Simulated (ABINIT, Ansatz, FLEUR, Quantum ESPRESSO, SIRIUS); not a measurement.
# One calculation of FeO, 6 ways

```
Fe O
1.0
     1.51882    0.87689    2.51958
    -1.51882    0.87689    2.51958
     0.00000   -1.75378    2.51958
Fe O
1 1
Direct
  0.00000 0.00000 0.00000
  0.50000 0.50000 0.50000
```

Alike in all runs: task single point; functional PBEsol; k mesh 11 × 11 × 11; occupations fermi-dirac, width 0.05 eV; collinear spin, ferromagnetic start; no spin-orbit coupling. Pressure is positive in compression and, in plane waves, holds the error of the finite cutoff, which Ansatz's Pulay term estimates and takes out.

```json
{"program and potentials": "Ansatz, Ansatz PAW", "plane-wave cutoff (eV)": "420", "notes": "potentials made for PBE, which Ansatz adapts in part; Pulay term of +0.66 GPa included", "pressure (GPa)": "-9.45", "net moment per atom (μB)": "2.00"}
{"program and potentials": "Quantum ESPRESSO, GBRV 1.5 PBEsol", "plane-wave cutoff (eV)": "762", "notes": "-", "pressure (GPa)": "-9.35", "net moment per atom (μB)": "2.00"}
{"program and potentials": "SIRIUS, PseudoDojo 0.4.1 PBEsol standard (scalar relativistic)", "plane-wave cutoff (eV)": "1228", "notes": "-", "pressure (GPa)": "-10.09", "net moment per atom (μB)": "2.00"}
{"program and potentials": "ABINIT, JTH PAW PBE v2.0", "plane-wave cutoff (eV)": "707", "notes": "potentials made for PBE", "pressure (GPa)": "-9.87", "net moment per atom (μB)": "2.00"}
{"program and potentials": "Ansatz, all-electron LAPW, scalar-relativistic", "plane-wave cutoff (eV)": "-", "notes": "-", "pressure (GPa)": "-9.49", "net moment per atom (μB)": "2.00"}
{"program and potentials": "FLEUR, all-electron, FLAPW", "plane-wave cutoff (eV)": "-", "notes": "-", "pressure (GPa)": "-", "net moment per atom (μB)": "2.00"}
```

The pressure spans -10.09 (SIRIUS, PseudoDojo 0.4.1 PBEsol standard (scalar relativistic)) to -9.35 GPa (Quantum ESPRESSO, GBRV 1.5 PBEsol), with all-electron results at -9.49. All agree on the net moment per atom. The state is the one that the start led to, which needn't be the lowest.

Differences between rows come from potentials, basis sets and numerical settings, since the functional is the same but for its coding. Runs on potential files found faulty are left out.
